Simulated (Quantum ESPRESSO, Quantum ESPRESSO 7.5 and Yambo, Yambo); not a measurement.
**SiC (F-43m): G0W0 with Yambo, start to end**

Wanted: ground state, empty states, screening and self-energy for SiC (F-43m).

Program: Quantum ESPRESSO 7.5 and Yambo 5.3.0. Level of theory: PBE and many-body steps on it, plane waves. Results are calculated unless marked as measured.

**What was measured.**

- Gap 2.39 eV: band gap at cryogenic temperature; bulk crystal (literature value) (quoted in “Silicon carbide diodes for neutron detection”, 2020, arxiv:2009.14696).

- Gap 2.4 eV: Tauc optical (indirect) gap of annealed polycrystalline 3C-SiC; UV-VIS spectroscopic ellipsometry, Tauc analysis; film (CVD ultrathin polycrystalline film, annealed, about 5 nm grains) (“On-Demand CMOS-Compatible Fabrication of Ultrathin Self-Aligned SiC Nanowire Arrays”, 2018, pmc:6267454).

**1. Starting point**

Symmetry: F-43m, No. 216, cubic system. Conventional cell: a = 4.358 Å, b = 4.358 Å, c = 4.358 Å, α = 90.00°, β = 90.00°, γ = 90.00°. Si has 4 C at 1.89 Å nearest. Nearest to C lie 4 Si at 1.89 Å. Farther neighbours are not listed.

The cell and positions come from the Crystallography Open Database and are kept as given unless a step says otherwise.

**2. Ground state**

This step: Quantum ESPRESSO 7.5; DFT, PBE, plane waves, norm-conserving pseudopotentials.

The ground-state density comes first.

Contents of pw.in:

```
&control
  calculation = 'scf'
  prefix = 'x'
  outdir = 'o'
  pseudo_dir = 'pseudo'
/
&system
  ibrav = 0
  nat = 2
  ntyp = 2
  ecutwfc = 74.0
  nbnd = 9
  force_symmorphic = .true.
/
&electrons
  conv_thr = 1e-10
  electron_maxstep = 80
  mixing_beta = 0.5
/
ATOMIC_SPECIES
  Si 28.085 Si.upf
  C 12.011 C.upf
CELL_PARAMETERS angstrom
  -0.0000000000 2.1790000000 2.1790000000
  2.1790000000 -0.0000000000 2.1790000000
  2.1790000000 2.1790000000 -0.0000000000
ATOMIC_POSITIONS crystal
  Si 0.0000000000 0.0000000000 0.0000000000
  C 0.2500000000 0.2500000000 0.2500000000
K_POINTS automatic
  8 8 8 0 0 0
```

On the command line:

```sh
> OMP_NUM_THREADS=1 mpirun -n 4 pw.x -nk 4 -in pw.in > pw.out
```

The log of the run:

```text
Program PWSCF v.7.5 starts

     This program is part of the open-source Quantum ESPRESSO suite
     for quantum simulation of materials; please cite
         "P. Giannozzi et al., J. Phys.:Condens. Matter 21 395502 (2009);
         "P. Giannozzi et al., J. Phys.:Condens. Matter 29 465901 (2017);
         "P. Giannozzi et al., J. Chem. Phys. 152 154105 (2020);
     in publications or presentations arising from this work. More details at
     Message from routine setup:
     using ibrav=0 with symmetry is DISCOURAGED, use correct ibrav instead

     G-vector sticks info

     bravais-lattice index     =            0
     lattice parameter (alat)  =       5.8233  a.u.
     unit-cell volume          =     139.6363 (a.u.)^3
     number of atoms/cell      =            2
     number of atomic types    =            2
     number of electrons       =         8.00
     number of Kohn-Sham states=            9
     kinetic-energy cutoff     =      74.0000  Ry
     charge density cutoff     =     296.0000  Ry
     scf convergence threshold =      1.0E-10
     mixing beta               =       0.5000
     number of iterations used =            8  plain     mixing
     Exchange-correlation= PBE
                           (   1   4   3   4   0   0   0)

     celldm(1)=   5.823326  celldm(2)=   0.000000  celldm(3)=   0.000000
     celldm(4)=   0.000000  celldm(5)=   0.000000  celldm(6)=   0.000000

     crystal axes: (cart. coord. in units of alat)
               a(1) = (  -0.000000   0.707107   0.707107 )
               a(2) = (   0.707107  -0.000000   0.707107 )
               a(3) = (   0.707107   0.707107  -0.000000 )

     reciprocal axes: (cart. coord. in units 2 pi/alat)
               b(1) = ( -0.707107  0.707107  0.707107 )
               b(2) = (  0.707107 -0.707107  0.707107 )
               b(3) = (  0.707107  0.707107 -0.707107 )
     Pseudo is Norm-conserving + core correction, Zval =  4.0
     Generated using ONCVPSP code by D. R. Hamann
     Using radial grid of 1510 points,  6 beta functions with:
     Pseudo is Norm-conserving + core correction, Zval =  4.0
     Generated using ONCVPSP code by D. R. Hamann
     Using radial grid of 1248 points,  4 beta functions with:
     Si                4.00    28.08500     Si( 1.00)
     C                 4.00    12.01100     C ( 1.00)

     24 Sym. Ops. (no inversion) found

   Cartesian axes

     site n.     atom                  positions (alat units)
         1        Si     tau(   1) = (   0.0000000   0.0000000   0.0000000  )
         2        C      tau(   2) = (   0.3535534   0.3535534   0.3535534  )

     number of k points=    29
                       cart. coord. in units 2pi/alat
        k(    1) = (   0.0000000   0.0000000   0.0000000), wk =   0.0039062
        k(    2) = (   0.0883883   0.0883883  -0.0883883), wk =   0.0312500
        k(    3) = (   0.1767767   0.1767767  -0.1767767), wk =   0.0312500
        k(    4) = (   0.2651650   0.2651650  -0.2651650), wk =   0.0312500
        k(    5) = (  -0.3535534  -0.3535534   0.3535534), wk =   0.0156250
        k(    6) = (   0.1767767   0.0000000   0.0000000), wk =   0.0234375
        k(    7) = (   0.2651650   0.0883883  -0.0883883), wk =   0.0937500
        k(    8) = (   0.3535534   0.1767767  -0.1767767), wk =   0.0937500
        k(    9) = (  -0.2651650  -0.4419417   0.4419417), wk =   0.0937500
        k(   10) = (  -0.1767767  -0.3535534   0.3535534), wk =   0.0937500
     [... 17 further rows ...]
        k(   28) = (  -0.7071068   0.1767767  -0.0000000), wk =   0.0468750
        k(   29) = (  -0.7071068   0.3535534   0.0000000), wk =   0.0234375

     Dense  grid:    12039 G-vectors     FFT dimensions: (  32,  32,  32)

     Initial potential from superposition of free atoms

     starting charge       7.9993, renormalised to       8.0000
     Starting wfcs are    8 randomized atomic wfcs +    1 random wfcs

     per-process dynamical memory:    12.6 Mb

     Self-consistent Calculation

     iteration #  1     ecut=    74.00 Ry     beta= 0.50

     total energy              =     -20.43216194 Ry
     estimated scf accuracy    <       0.43894269 Ry

     iteration #  2     ecut=    74.00 Ry     beta= 0.50

     total energy              =     -20.53629401 Ry
     estimated scf accuracy    <       0.02290293 Ry

     iteration #  3     ecut=    74.00 Ry     beta= 0.50

     total energy              =     -20.53952027 Ry
     estimated scf accuracy    <       0.00318449 Ry

     iteration #  4     ecut=    74.00 Ry     beta= 0.50

     total energy              =     -20.53966953 Ry
     estimated scf accuracy    <       0.00028107 Ry

     iteration #  5     ecut=    74.00 Ry     beta= 0.50

     total energy              =     -20.53974159 Ry
     estimated scf accuracy    <       0.00000977 Ry

     iteration #  6     ecut=    74.00 Ry     beta= 0.50

     total energy              =     -20.53974430 Ry
     estimated scf accuracy    <       0.00000040 Ry

     iteration #  7     ecut=    74.00 Ry     beta= 0.50

     total energy              =     -20.53974433 Ry
     estimated scf accuracy    <       0.00000008 Ry

     iteration #  8     ecut=    74.00 Ry     beta= 0.50

     total energy              =     -20.53974435 Ry
     estimated scf accuracy    <          1.1E-09 Ry

     iteration #  9     ecut=    74.00 Ry     beta= 0.50

     total energy              =     -20.53974435 Ry
     estimated scf accuracy    <          2.9E-10 Ry

     iteration # 10     ecut=    74.00 Ry     beta= 0.50

     End of self-consistent calculation

          k = 0.0000 0.0000 0.0000 (  1459 PWs)   bands (ev):

    -5.9135   9.4961   9.4961   9.4961  15.7194  16.8073  16.8073  16.8073
    24.0247

          k = 0.0884 0.0884-0.0884 (  1468 PWs)   bands (ev):

    -5.6090   8.0101   9.2947   9.2947  15.9644  17.1576  17.1576  17.3274
    22.8086

          k = 0.1768 0.1768-0.1768 (  1489 PWs)   bands (ev):

    -4.7185   5.1994   8.8888   8.8888  15.4830  17.4074  17.4074  18.8439
    22.6373

          k = 0.2652 0.2652-0.2652 (  1498 PWs)   bands (ev):

     [... further k-points ...]

     highest occupied, lowest unoccupied level (ev):     9.4961   10.8574

!    total energy              =     -20.53974435 Ry
     estimated scf accuracy    <          2.7E-12 Ry

     The total energy is the sum of the following terms:
     one-electron contribution =       5.61544871 Ry
     hartree contribution      =       2.33399995 Ry
     xc contribution           =      -7.55797124 Ry
     ewald contribution        =     -20.93122177 Ry

     convergence has been achieved in  10 iterations

     XML data file, charge density, pseudopotentials, collected wavefunctions

=------------------------------------------------------------------------------=
   JOB DONE.
=------------------------------------------------------------------------------=
```

Elapsed: 1.8 s, on 4 MPI ranks of Arm Neoverse V2, shared host; peak memory 0.05 GiB; 6.8 s of CPU time.

This step gave:

```
total energy               : -279.4575 eV
gap                        : 1.361 eV
k of the valence top       : 0, 0, 0
k of the conduction bottom : 0, -0.5, -0.5
least direct gap           : 4.553 eV
```

The gap is indirect, with the least direct gap 3.19 eV higher.

**3. Bands along the symmetry lines**

Levels along a band path, at the cheap level, show where the edges lie and whether the meshes to come will hold them.

Contents of pw.in:

```
&control
  calculation = 'bands'
  prefix = 'x'
  outdir = 'o'
  pseudo_dir = 'pseudo'
/
&system
  ibrav = 0
  nat = 2
  ntyp = 2
  ecutwfc = 74.0
  nbnd = 10
  force_symmorphic = .true.
/
&electrons
  conv_thr = 1e-9
  electron_maxstep = 80
  diago_full_acc = .true.
  diago_thr_init = 5e-6
/
ATOMIC_SPECIES
  Si 28.085 Si.upf
  C 12.011 C.upf
CELL_PARAMETERS angstrom
  -0.0000000000 2.1790000000 2.1790000000
  2.1790000000 -0.0000000000 2.1790000000
  2.1790000000 2.1790000000 -0.0000000000
ATOMIC_POSITIONS crystal
  Si 0.0000000000 0.0000000000 0.0000000000
  C 0.2500000000 0.2500000000 0.2500000000
K_POINTS crystal
  50
  0.00000000 0.00000000 0.00000000 1
  -0.06250000 -0.06250000 0.00000000 1
  -0.12500000 -0.12500000 0.00000000 1
  -0.18750000 -0.18750000 0.00000000 1
  -0.25000000 -0.25000000 0.00000000 1
  -0.31250000 -0.31250000 0.00000000 1
  -0.37500000 -0.37500000 0.00000000 1
  -0.43750000 -0.43750000 0.00000000 1
  -0.50000000 -0.50000000 0.00000000 1
  -0.48437500 -0.48437500 0.03125000 1
  -0.46875000 -0.46875000 0.06250000 1
  -0.45312500 -0.45312500 0.09375000 1
  -0.43750000 -0.43750000 0.12500000 1
  -0.42187500 -0.42187500 0.15625000 1
  -0.40625000 -0.40625000 0.18750000 1
  -0.39062500 -0.39062500 0.21875000 1
  -0.37500000 -0.37500000 0.25000000 1
  -0.37500000 0.00000000 0.37500000 1
  -0.32812500 0.00000000 0.32812500 1
  -0.28125000 0.00000000 0.28125000 1
  -0.23437500 0.00000000 0.23437500 1
  -0.18750000 0.00000000 0.18750000 1
  -0.14062500 0.00000000 0.14062500 1
  -0.09375000 0.00000000 0.09375000 1
  -0.04687500 0.00000000 0.04687500 1
  0.00000000 0.00000000 0.00000000 1
  0.00000000 0.00000000 0.06250000 1
  0.00000000 0.00000000 0.12500000 1
  0.00000000 0.00000000 0.18750000 1
  0.00000000 0.00000000 0.25000000 1
  0.00000000 0.00000000 0.31250000 1
  0.00000000 0.00000000 0.37500000 1
  0.00000000 0.00000000 0.43750000 1
  0.00000000 0.00000000 0.50000000 1
  -0.06250000 -0.03125000 0.46875000 1
  -0.12500000 -0.06250000 0.43750000 1
  -0.18750000 -0.09375000 0.40625000 1
  -0.25000000 -0.12500000 0.37500000 1
  -0.31250000 -0.15625000 0.34375000 1
  -0.37500000 -0.18750000 0.31250000 1
  -0.43750000 -0.21875000 0.28125000 1
  -0.50000000 -0.25000000 0.25000000 1
  -0.50000000 -0.28125000 0.21875000 1
  -0.50000000 -0.31250000 0.18750000 1
  -0.50000000 -0.34375000 0.15625000 1
  -0.50000000 -0.37500000 0.12500000 1
  -0.50000000 -0.40625000 0.09375000 1
  -0.50000000 -0.43750000 0.06250000 1
  -0.50000000 -0.46875000 0.03125000 1
  -0.50000000 -0.50000000 0.00000000 1
```

The log of the run:

```text
[banner, memory and clock lines left out]
Program PWSCF v.7.5 starts

     Atomic positions and unit cell read from directory:
     o/x.save/

     Message from routine setup:
     using ibrav=0 with symmetry is DISCOURAGED, use correct ibrav instead

     G-vector sticks info

     bravais-lattice index     =            0
     lattice parameter (alat)  =       5.8233  a.u.
     unit-cell volume          =     139.6363 (a.u.)^3
     number of atoms/cell      =            2
     number of atomic types    =            2
     number of electrons       =         8.00
     number of Kohn-Sham states=           10
     kinetic-energy cutoff     =      74.0000  Ry
     charge density cutoff     =     296.0000  Ry
     Exchange-correlation= PBE
                           (   1   4   3   4   0   0   0)

     celldm(1)=   5.823326  celldm(2)=   0.000000  celldm(3)=   0.000000
     celldm(4)=   0.000000  celldm(5)=   0.000000  celldm(6)=   0.000000

     crystal axes: (cart. coord. in units of alat)
               a(1) = (  -0.000000   0.707107   0.707107 )
               a(2) = (   0.707107  -0.000000   0.707107 )
               a(3) = (   0.707107   0.707107  -0.000000 )

     reciprocal axes: (cart. coord. in units 2 pi/alat)
               b(1) = ( -0.707107  0.707107  0.707107 )
               b(2) = (  0.707107 -0.707107  0.707107 )
               b(3) = (  0.707107  0.707107 -0.707107 )
     Pseudo is Norm-conserving + core correction, Zval =  4.0
     Generated using ONCVPSP code by D. R. Hamann
     Using radial grid of 1510 points,  6 beta functions with:
     Pseudo is Norm-conserving + core correction, Zval =  4.0
     Generated using ONCVPSP code by D. R. Hamann
     Using radial grid of 1248 points,  4 beta functions with:
     Si                4.00    28.08500     Si( 1.00)
     C                 4.00    12.01100     C ( 1.00)

     24 Sym. Ops. (no inversion) found

   Cartesian axes

     site n.     atom                  positions (alat units)
         1        Si     tau(   1) = (   0.0000000   0.0000000   0.0000000  )
         2        C      tau(   2) = (   0.3535534   0.3535534   0.3535534  )

     number of k points=    50
                       cart. coord. in units 2pi/alat
        k(    1) = (   0.0000000   0.0000000   0.0000000), wk =   0.0400000
        k(    2) = (   0.0000000   0.0000000  -0.0883883), wk =   0.0400000
        k(    3) = (   0.0000000   0.0000000  -0.1767767), wk =   0.0400000
[...]
[... 38 further rows ...]
        k(   49) = (   0.0441942  -0.0000000  -0.7071068), wk =   0.0400000
        k(   50) = (   0.0000000   0.0000000  -0.7071068), wk =   0.0400000

     Dense  grid:    12039 G-vectors     FFT dimensions: (  32,  32,  32)

     The potential is recalculated from file :
     o/x.save/charge-density

     Starting wfcs are    8 randomized atomic wfcs +    2 random wfcs

     Band Structure Calculation

     End of band structure calculation

          k = 0.0000 0.0000 0.0000 (  1459 PWs)   bands (ev):

    -5.9135   9.4961   9.4961   9.4961  15.7194  16.8074  16.8074  16.8074
    24.0247  24.0247

          k = 0.0000 0.0000-0.0884 (  1463 PWs)   bands (ev):

    -5.8116   9.1780   9.2976   9.2976  15.9821  16.5572  17.0972  17.0972
    22.7759  24.1392

          k = 0.0000 0.0000-0.1768 (  1483 PWs)   bands (ev):

    -5.5074   8.3793   8.7981   8.7981  15.6821  16.7096  17.8632  17.8632
    21.0093  24.4815

          k =-0.0000 0.0000-0.2652 (  1483 PWs)   bands (ev):

[...]
k = 0.0000 0.0000-0.3536 (  1491 PWs)   bands (ev):

[...]
k = 0.0000-0.0000-0.4419 (  1495 PWs)   bands (ev):

[...]
k =-0.0000 0.0000-0.5303 (  1512 PWs)   bands (ev):

[...]
k = 0.0000-0.0000-0.6187 (  1508 PWs)   bands (ev):

[...]
k = 0.5303-0.0000-0.5303 (  1514 PWs)   bands (ev):

[...]
k = 0.0000 0.0000 0.0000 (  1459 PWs)   bands (ev):

[...]
k = 0.1326 0.0000-0.7071 (  1510 PWs)   bands (ev):

[...]
k = 0.0884-0.0000-0.7071 (  1518 PWs)   bands (ev):

[...]
k = 0.0442-0.0000-0.7071 (  1516 PWs)   bands (ev):

    -0.8889   1.7141   6.2251   6.2343  10.9909  13.9495  23.3378  23.5034
    24.1814  29.2235

          k = 0.0000 0.0000-0.7071 (  1524 PWs)   bands (ev):

    -0.8969   1.6936   6.3045   6.3045  10.8574  13.8294  23.4966  23.4966
    24.2654  29.5334

     XML data file, pseudopotentials, collected wavefunctions
```

Wall time 1.3 s (4 MPI ranks); peak memory 0.05 GiB.

This step gave:

- gap: 1.361 eV
- k of the valence top: 0, 0, 0
- k of the conduction bottom: -0.5, -0.5, 0
- least direct gap: 4.553 eV

The gap is 1.361 eV, as in the run before at this level.

The electronic bands at the labelled points (eV, zero at the top of the highest filled band; v1 is the highest filled band, c1 the lowest empty one):

```
    point      v4     v3     v2     v1    c1    c2     c3     c4
        Γ  -15.41   0.00   0.00   0.00  6.22  7.31   7.31   7.31
  halfway  -13.81  -3.35  -1.94  -1.94  4.06  6.35  10.58  10.58
        X  -10.39  -7.80  -3.19  -3.19  1.36  4.33  14.00  14.00
  halfway  -10.34  -7.64  -4.23  -3.04  2.10  5.31  13.33  13.54
        U  -10.39  -7.28  -5.55  -2.60  3.11  7.78  11.84  12.45
jump to K  -10.39  -7.28  -5.55  -2.60  3.11  7.78  11.84  12.45
  halfway  -13.64  -4.48  -2.93  -0.54  6.77  7.84   8.25   9.05
        Γ  -15.41   0.00   0.00   0.00  6.22  7.31   7.31   7.31
  halfway  -14.21  -4.30  -0.61  -0.61  5.99  7.91   7.91   9.35
        L  -11.84  -8.54  -1.05  -1.05  5.43  7.23   7.23  10.05
  halfway  -11.20  -7.83  -3.71  -2.26  5.25  7.28  10.15  11.00
        W  -10.16  -7.03  -4.99  -4.69  5.21  9.44   9.45   9.79
  halfway  -10.28  -7.49  -4.07  -4.05  3.06  6.02  11.94  13.32
        X  -10.39  -7.80  -3.19  -3.19  1.36  4.33  14.00  14.00
```

The electronic bands as a text plot (rows in eV, shown from -8.0 to 7.4 only):

```
    7.0 |+++++           +      ++++++++        +++++++
    6.4 |++++ ++                     +++++++
    5.8 |       ++      +     ++            +++++ ++++       +
    5.1 |    +    +    +    ++                   +    ++++++  +
    4.5 |          ++++                                     +  ++
    3.8 |     ++           +
    3.2 |       ++        +                                  +
    2.6 |               ++                                    +
    1.9 |         +   ++                                       +
    1.3 |          +++                                          +
    0.6 |
    0.0 |**                      **********
   -0.6 |  **                   *  ***  *  *****
   -1.3 |  ***              ****         **     *****
   -1.9 |    ***           *     ****               **
   -2.6 |       ***      **                *         **
   -3.2 |     **   ******       ***                    *       **
   -3.8 |                     **                      * *    **
   -4.5 |       **     **       *           *          * ****
   -5.1 |                *  **                          ****
   -5.8 |         *       **  **             **
   -6.4 |                   **
   -7.0 |          **     **                   *        *****
   -7.7 |            *****                            **     ****
         Γ           X  U|K            Γ         L        W     X
```

(Part 1 of 3 ends here.)

[Paths, hosts, dates, memory and timing lines, banners, echoed tables and standing remarks are left out of the program output.]

[Logs are printed without paths, hosts, clocks, repeated set-up lines and the standing remarks that a program may print on its own settings, such as how far it seeks lower states.]

[Runs of the session that timed out or met a known fault of the program may be left out.]

[Hosts, paths, dates, database ids (printed as entryN), source tags and the programs' standing remarks are cut or masked in the printed files.]
